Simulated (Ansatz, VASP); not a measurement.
Given: the input of a run of VASP 6.6.1 on TiPt3.

The input INCAR:

```
SYSTEM = TiPt3
PREC = Accurate ; ENCUT = 520
EDIFF = 1E-7 ; ISMEAR = -1
SIGMA = 0.05 ; LREAL = .False.
LASPH = .True. ; NELM = 100
ALGO = Fast ; ISIF = 2
LWAVE = .False. ; LCHARG = .True.
GGA = CA ; LELF = .True.
LVHAR = .True. ; NBANDS = 29
```

Contents of KPOINTS:

```
regular mesh
0
Gamma
  7 7 7
  0 0 0
```

File POSCAR:

```
TiPt3
1.0
    3.8708448495      0.0000000000      0.0000000000
    0.0000000000      3.8708448495      0.0000000000
    0.0000000000      0.0000000000      3.8708448495
Pt Ti
3 1
Direct
    0.5000000000      0.5000000000      0.0000000000
    0.5000000000      0.0000000000      0.5000000000
    0.0000000000      0.5000000000      0.5000000000
    0.0000000000      0.0000000000      0.0000000000
```

Potentials or basis: VASP PAW LDA potentials, release 64 (Pt, Ti_sv).

The run is started by

```console
$ cat potpaw_LDA.64/Pt/POTCAR potpaw_LDA.64/Ti_sv/POTCAR > POTCAR
$ mpirun -np 1 vasp_std > vasp.out
```

Translate it to Ansatz 0.2.0. Potentials there: all-electron LAPW, scalar-relativistic.

As run (the cutoff follows the program's own potentials):

Contents of input.yaml:

```yaml
crystal:
  lattice:
    - [3.8708448495, 0.0, 0.0]
    - [0.0, 3.8708448495, 0.0]
    - [0.0, 0.0, 3.8708448495]
  atoms:
    - { symbol: Pt, position: [0.5, 0.5, 0.0] }
    - { symbol: Pt, position: [0.5, 0.0, 0.5] }
    - { symbol: Pt, position: [0.0, 0.5, 0.5] }
    - { symbol: Ti, position: [0.0, 0.0, 0.0] }
kpoints:
  mp_grid: { grid: [7, 7, 7] }
scf:
  occupations: { method: fermi_dirac, width: 0.05 }
hamiltonian:
  xc: lda
  pseudopotentials: { kind: all_electron, lapw: { basis_error: 0.002 } }
output:
  forces: true
  stress: true
  eigenvalues: true
```

Potentials or basis: all-electron LAPW, scalar-relativistic.

Launch:

```console
$ ansatz run input.yaml --threads 2 --pin off --max-ram 8192MiB --backend cpu --events-out ev --progress --plain --runs-dir out
```

Both were run:

|  | VASP | Ansatz | Ansatz less VASP |
| --- | --- | --- | --- |
| gap on the k mesh at the Fermi level (eV) | none | none | - |
| pressure (GPa) | 1.2 | 0.5 | -0.75 |

A gap of «none» marks a metal or a gap that the smearing closes. Ansatz ran all-electron here, so the differences hold the error of VASP's frozen core and of both bases.

Spin-orbit coupling is left out, which matters for the levels of Pt.
